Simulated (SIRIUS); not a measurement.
# Fe (Im-3m) in SIRIUS: single point with PBEsol

Aim: the single point of Fe with PBEsol.

Program: SIRIUS 7.12.0. These are calculated values, not measurements. Logs are shortened: lines on timing, memory, paths and dates and some standing lists are left out, and cuts for length are marked. The log counts tension as positive stress, the text compression.

### 1 The undisturbed crystal

It takes space group Im-3m (No. 229, cubic). The conventional cell has a = 2.886 Å, b = 2.886 Å, c = 2.886 Å, α = 90.00°, β = 90.00°, γ = 90.00°. Fe (site symmetry m-3m) is surrounded by 8 Fe at 2.50 Å.

### 2 Single point, PBEsol, collinear spin, ferromagnetic start (cell strained at random at fixed volume)

sirius.json reads:

```json
{
  "control": {
    "processing_unit": "cpu",
    "verbosity": 2,
    "num_bands_to_print": 15,
    "print_forces": true,
    "print_stress": true
  },
  "parameters": {
    "electronic_structure_method": "pseudopotential",
    "xc_functionals": ["XC_GGA_X_PBE_SOL", "XC_GGA_C_PBE_SOL"],
    "gk_cutoff": 9.5,
    "pw_cutoff": 19.0,
    "ngridk": [13, 13, 13],
    "shiftk": [0, 0, 0],
    "smearing": "fermi_dirac",
    "smearing_width": 0.0018374661,
    "num_bands": 15,
    "num_mag_dims": 1,
    "num_dft_iter": 100,
    "energy_tol": 1e-08,
    "density_tol": 1e-06
  },
  "iterative_solver": {
    "type": "davidson",
    "min_tolerance": 1e-10
  },
  "mixer": {
    "type": "anderson",
    "beta": 0.5,
    "max_history": 8
  },
  "settings": {
    "tol_ne": 1e-10,
    "pseudo_grid_cutoff": 6.5,
    "smooth_initial_mag": true
  },
  "unit_cell": {
    "lattice_vectors": [
      [-0.586513003503, 0.567789740166, 0.577596145835],
      [0.58096827306, -0.566493620827, 0.570755296053],
      [0.57543027262, 0.555410494062, -0.576300026496]
    ],
    "lattice_vectors_scale": 4.7734519062,
    "atom_coordinate_units": "lattice",
    "atom_types": ["Fe"],
    "atom_files": {
      "Fe": "Fe.json"
    },
    "atoms": {
      "Fe": [
        [-0.012786, -0.006947, -0.014685, 0.0, 0.0, 3.0]
      ]
    }
  }
}
```

Potentials or basis: PseudoDojo 0.4.1 PBEsol standard (scalar relativistic).

The run is started by

```
$ upf_to_json Fe.upf
$ OMP_NUM_THREADS=4 sirius.scf --input=sirius.json --output=out.json --task=0
```

What it wrote:

```text
[info] SIRIUS version : 7.12.0
[info] number of MPI ranks           : 1
[info] MPI grid                      : 1 1
[info] maximum number of OMP threads : 4
[fft] FFT context for density and potential
[fft] =====================================
[fft]   comm size                             : 1
[fft]   plane wave cutoff                     : 19
[fft]   grid size                             : 32 32 32   total : 32768
[fft]   grid limits                           : -15 16   -15 16   -15 16
[fft]   number of G-vectors within the cutoff : 4706
[fft]   local number of G-vectors             : 4706
[fft]   number of G-shells                    : 4706
[fft] FFT context for coarse grid
[fft] =====================================
[fft]   comm size                             : 1
[fft]   plane wave cutoff                     : 19
[fft]   grid size                             : 32 32 32   total : 32768
[fft]   grid limits                           : -15 16   -15 16   -15 16
[fft]   number of G-vectors within the cutoff : 4706
[fft]   local number of G-vectors             : 4706
[fft]   number of G-shells                    : 4706
[unit cell] lattice vectors
[unit cell]   a1 :      -2.7996916146      2.7103170175      2.7571274233
[unit cell]   a2 :       2.7732241105     -2.7041300542      2.7244729559
[unit cell]   a3 :       2.7467887317      2.6512252816     -2.7509404600
[unit cell] reciprocal lattice vectors
[unit cell]   b1 :       0.0167106358      1.1707424803      1.1449912108
[unit cell]   b2 :       1.1438734073      0.0099576580      1.1517437859
[unit cell]   b3 :       1.1496161263      1.1832373747      0.0042153425
[unit cell] unit cell volume :        81.10647993 [a.u.^3]
[unit cell] 1/sqrt(omega)    :         0.11103815
[unit cell] MT volume        :         0.00000000 ( 0.00%)
[unit cell] IT volume        :        81.10647993 (100.00%)
[unit cell] number of atom types : 1
[unit cell] type id : 0 symbol : Fe mt_radius :  14.250000 num_atoms : 1
[unit cell] total number of atoms : 1
[unit cell] number of symmetry classes : 1
[unit cell] number of PAW atoms : 0
[unit cell] atom id  type id  class id             position                      vector_field
[unit cell] ------------------------------------------------------------------------------------------
[unit cell]      0        0        0     -0.01279  -0.00695  -0.01469      0.00000   0.00000   3.00000
[unit cell] atom id         position (Cartesian, a.u.)
[unit cell] ---------------------------------------------
[unit cell]      0      -0.023805   -0.054802   -0.013782
[unit cell] class id : 0 atom id : 0
[unit cell] minimum bond length:     4.681719
[unit cell] total number of pseudo wave-functions: 10
[sym] space group number   : 2
[sym] international symbol : P-1
[sym] Hall symbol          : -P 1
[sym] space group transformation matrix :
[sym]  -1.0000  0.0000 -0.0000
[sym]  -1.0000  0.0000  1.0000
[sym]  -1.0000  1.0000 -0.0000
[sym] space group origin shift :
[sym]   0.9872  0.5019  0.9942
[sym] number of space group operations  : 2
[sym] number of magnetic group operations : 2
[sym] metric tensor error: 0.0000e+00
[sym] rotation matrix error: 2.2204e-16
[sym] symmetry operations
[... list of symmetry operations ...]
[atom type] label          : Fe
[atom type] --------------------------------------------------------------------------------
[atom type] symbol         : Fe
[atom type] name           :
[atom type] zn             : 16
[... 272 lines left out ...]
[diagonalize] ik:    1   -2.592815   -1.346366   -1.345143   -1.344845    0.336478    0.541011    0.546098    0.550550    0.586075    0.589463    1.458175    1.482827    1.505076    1.654164    1.662678
[diagonalize]            -2.494931   -1.243583   -1.242949   -1.242723    0.343183    0.622917    0.629845    0.637191    0.693582    0.699248    1.461343    1.481962    1.504427    1.674914    1.686652
[diagonalize] ik:    2   -2.592443   -1.348121   -1.345914   -1.345062    0.361533    0.535203    0.544710    0.562128    0.584275    0.588707    1.349614    1.444310    1.481006    1.563639    1.626280
[diagonalize]            -2.494528   -1.245851   -1.243700   -1.242751    0.368646    0.616239    0.627660    0.648645    0.691050    0.697493    1.365092    1.449101    1.487799    1.594420    1.651269
[diagonalize] ik:    3   -2.591917   -1.350865   -1.346974   -1.345103    0.398694    0.526558    0.541682    0.581202    0.584255    0.590257    1.221826    1.384418    1.464375    1.482091    1.594215
[diagonalize]            -2.493959   -1.249029   -1.244758   -1.242783    0.407911    0.605709    0.620132    0.669679    0.689368    0.699197    1.246840    1.390955    1.480168    1.509559    1.617341
[diagonalize] ik:    4   -2.591358   -1.353830   -1.348032   -1.345135    0.435511    0.517579    0.549893    0.587533    0.592802    0.603410    1.094285    1.329775    1.406634    1.457719    1.580499
[diagonalize]            -2.493355   -1.252370   -1.245877   -1.242816    0.454023    0.594803    0.614339    0.691458    0.694959    0.702359    1.127311    1.335647    1.432730    1.477937    1.603998
[diagonalize] ...
[diagonalize] ik: 1094   -2.590809   -1.357014   -1.349207   -1.344792    0.459429    0.514311    0.573469    0.587992    0.604959    0.655125    0.916384    1.253535    1.351375    1.509212    1.640554
[diagonalize]            -2.492761   -1.255703   -1.246905   -1.242912    0.505888    0.590727    0.618857    0.688574    0.708438    0.736993    0.964527    1.266300    1.369221    1.528905    1.664981
[diagonalize] ik: 1095   -2.590905   -1.356079   -1.349048   -1.345240    0.465928    0.513659    0.550499    0.587964    0.593129    0.664992    0.967634    1.225631    1.280584    1.576648    1.716951
[diagonalize]            -2.492864   -1.254809   -1.246654   -1.243349    0.504167    0.589134    0.601018    0.691522    0.704811    0.745118    1.008289    1.241748    1.304679    1.586531    1.739653
[diagonalize] ik: 1096   -2.590921   -1.355223   -1.348824   -1.346182    0.477575    0.514000    0.523240    0.588077    0.592893    0.671680    1.035763    1.157480    1.242099    1.636993    1.776022
[diagonalize]            -2.492882   -1.254085   -1.246474   -1.244097    0.505714    0.585793    0.590835    0.692884    0.703390    0.751493    1.069351    1.181691    1.265313    1.640741    1.789381
[diagonalize] ik: 1097   -2.590854   -1.355077   -1.348875   -1.346666    0.477223    0.511373    0.527897    0.588736    0.592698    0.672539    1.067416    1.122693    1.238083    1.623836    1.775921
[diagonalize]            -2.492810   -1.254191   -1.246881   -1.244010    0.506786    0.585225    0.592930    0.693925    0.702627    0.751595    1.099945    1.148307    1.260810    1.628697    1.791603
[diagonalize] ik: 1098   -2.590720   -1.355809   -1.349337   -1.346302    0.466041    0.510539    0.558215    0.588002    0.594421    0.667965    0.995923    1.202235    1.254077    1.550891    1.690790
[diagonalize]            -2.492664   -1.255204   -1.247452   -1.243331    0.506899    0.586517    0.608514    0.692816    0.704290    0.745674    1.035168    1.219750    1.277769    1.562557    1.714126
[find] Charges and magnetic moments
[find] --------------------------------------------------------------------------------
[find] atom                moment                |moment|
[find] --------------------------------------------------------------------------------
[find]    0 [  0.00000,   0.00000,   0.76162]    0.761623
[find] total charge          : 16.000000
[find] total moment          : [  0.00000,   0.00000,   2.39662], magnitude : 2.396619
[... 6 lines left out ...]
[find] <rho|V^{H}>                    :      62.94491957
[find] one-electron contribution      :     -53.67679852 (Ha),    -107.35359704 (Ry)
[find] hartree contribution           :      31.47245979
[find] xc contribution                :     -17.60314751
[find] ewald contribution             :     -85.40784323
[find] PAW contribution               :       0.00000000
[find] smearing (-TS)                 :      -0.00036495
[find] SCF correction                 :      -0.00000073
[find] Total energy                   :    -125.21533021 (Ha),    -250.43066041 (Ry)
[find] Free energy (E-TS)             :    -125.21569515 (Ha),    -250.43139030 (Ry)
[find] band gap (eV)                  :       0.00000000
[find] Efermi                         :       0.62953343
[find] iteration : 13, RMS (target) : 6.9251e-07 (1.0000e-06) , energy difference (target) : 3.3283e-10 (1.0000e-08)
[find] bands are converged : true
[find] iterative solver converged : false
[find] converged after 14 SCF iterations!
[find] Charges and magnetic moments
[find] --------------------------------------------------------------------------------
[find] atom                moment                |moment|
[find] --------------------------------------------------------------------------------
[find]    0 [  0.00000,   0.00000,   0.76162]    0.761623
[find] total charge          : 16.000000
[find] total moment          : [  0.00000,   0.00000,   2.39662], magnitude : 2.396619
[find] Energy
[find] --------------------------------------------------------------------------------
[find] valence_eval_sum               :      -8.47079991
[find] <rho|V^{XC}>                   :     -17.60427013
[find] <rho|E^{XC}>                   :     -17.60314751
[find] <mag|B^{XC}>                   :      -0.13465083
[find] <rho|V^{H}>                    :      62.94491957
[find] one-electron contribution      :     -53.67679852 (Ha),    -107.35359704 (Ry)
[find] hartree contribution           :      31.47245979
[find] xc contribution                :     -17.60314751
[find] ewald contribution             :     -85.40784323
[find] PAW contribution               :       0.00000000
[find] smearing (-TS)                 :      -0.00036495
[find] SCF correction                 :      -0.00000073
[find] Total energy                   :    -125.21533021 (Ha),    -250.43066041 (Ry)
[find] Free energy (E-TS)             :    -125.21569515 (Ha),    -250.43139030 (Ry)
[find] band gap (eV)                  :       0.00000000
[find] Efermi                         :       0.62953343
[ground_state] === stress tensor components [kbar] ===
[ground_state] === stress_kin ===
[ground_state] -138710.782450  -18.658080  -15.860416
[ground_state]   -18.658080-138719.002165    6.098680
[ground_state]   -15.860416    6.098680-138709.324498
[ground_state] === stress_har ===
[ground_state] -37900.594741 -695.964422 -380.573268
[ground_state]  -695.964422-38281.138258   61.531307
[ground_state]  -380.573268   61.531307-37983.203603
[ground_state] === stress_ewald ===
[ground_state] 103498.765988-1195.298060 -644.690478
[ground_state] -1195.298060102934.403507  101.920453
[ground_state]  -644.690478  101.920453103379.951996
[ground_state] === stress_vloc ===
[ground_state] 35854.828041 1881.963911 1024.850850
[ground_state]  1881.96391136785.105712 -166.896805
[ground_state]  1024.850850 -166.89680536049.580759
[ground_state] === stress_xc ===
[ground_state]   831.996704   -1.021275   -0.558947
[ground_state]    -1.021275  831.542638    0.098633
[ground_state]    -0.558947    0.098633  831.903764
[ground_state] === stress_core ===
[ground_state] 17680.078684   -0.228061   -0.053758
[ground_state]    -0.22806117679.569923   -0.062697
[ground_state]    -0.053758   -0.06269717679.858048
[ground_state] === stress_nonloc ===
[ground_state] 18908.158973   19.182229   11.623847
[ground_state]    19.18222918906.957696   -2.692002
[ground_state]    11.623847   -2.69200218906.955494
[ground_state] === stress_us_nl ===
[ground_state] 18908.158973   19.182229   11.623847
[ground_state]    19.18222918906.957696   -2.692002
[ground_state]    11.623847   -2.69200218906.955494
[ground_state] === stress_total ===
[ground_state]   162.451200  -10.023758   -5.262170
[ground_state]   -10.023758  137.439052   -0.002430
[ground_state]    -5.262170   -0.002430  155.721961
[ground_state] ==== total Forces in Ha/bohr =====
[ground_state] atom:    0, force:       0.0000000      0.0000000      0.0000000
[... 8 lines left out ...]
[ground_state] ==== Ewald forces from ions =====
[ground_state] atom:    0, force:       0.0000000      0.0000000      0.0000000
[~DFT_ground_state] local op. applied: 988382
[~DFT_ground_state] evp. work count: 280542
[~DFT_ground_state] number of iterative solver steps: 48778
```

It took 3.1 min on 4 threads of Intel Xeon Platinum 8559C (Emerald Rapids), shared host; peak memory 2.3 GiB.

Results:

```yaml
Free_energy: -3407.2926 eV
Pressure: -15.2 GPa
Band_gap_on_the_k_mesh: none (metal or under the smearing width)
Net_moment: 2.40 μB per cell
Absolute_moment: 2.53 μB per cell
```

Stress tensor (GPa, compression positive):
```
-16.25   1.00   0.53
  1.00 -13.74   0.00
  0.53   0.00 -15.57
```
